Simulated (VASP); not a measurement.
Input of a VASP 6.6.1 run:

File INCAR:

```
  ALGO = Normal
  EDIFF = 1E-6
  ENCUT = 520
  GGA = PE
  ISIF = 2
  ISMEAR = 0
  LASPH = True
  LCHARG = False
  LREAL = False
  LWAVE = False
  NBANDS = 16
  NELM = 100
  PREC = Accurate
  SIGMA = 0.05
```

KPOINTS

```
k-points
0
Gamma
  10 10 10
```

Contents of POSCAR:

```
InP
1.0
    0.0000000000      2.9353336906      2.9353336906
    2.9353336906      0.0000000000      2.9353336906
    2.9353336906      2.9353336906      0.0000000000
In P
1 1
Direct
    0.0000000000      0.0000000000      0.0000000000
    0.7500000000      0.7500000000      0.7500000000
```

Potentials or basis: VASP PAW PBE potentials, release 64 (In_d, P).

Run with:

```sh
$ cat potpaw_PBE.64/In_d/POTCAR potpaw_PBE.64/P/POTCAR > POTCAR
$ mpirun -np 1 vasp_std > vasp.out
```

Estimate the band gap on the k mesh.

0.69 eV, direct.

What does it give for the pressure?

2.9 GPa.

Caveat: spin-orbit coupling is left out, which moves the levels of the heavy elements.

**The experiment to reproduce.**

From a printed reference work, data compilation, for a bulk crystal of InP at 1.6 K: band gap 1.4236 eV (direct).

Measured gap of InP: 1.4236 eV (direct; 1.6 K; a printed reference work, data compilation). This calculation gives 0.69 eV (-0.74 eV). Spin-orbit coupling on In is left out. The value is that of PBE, without temperature or zero-point motion. Semilocal functionals fall short of measured gaps as a rule.
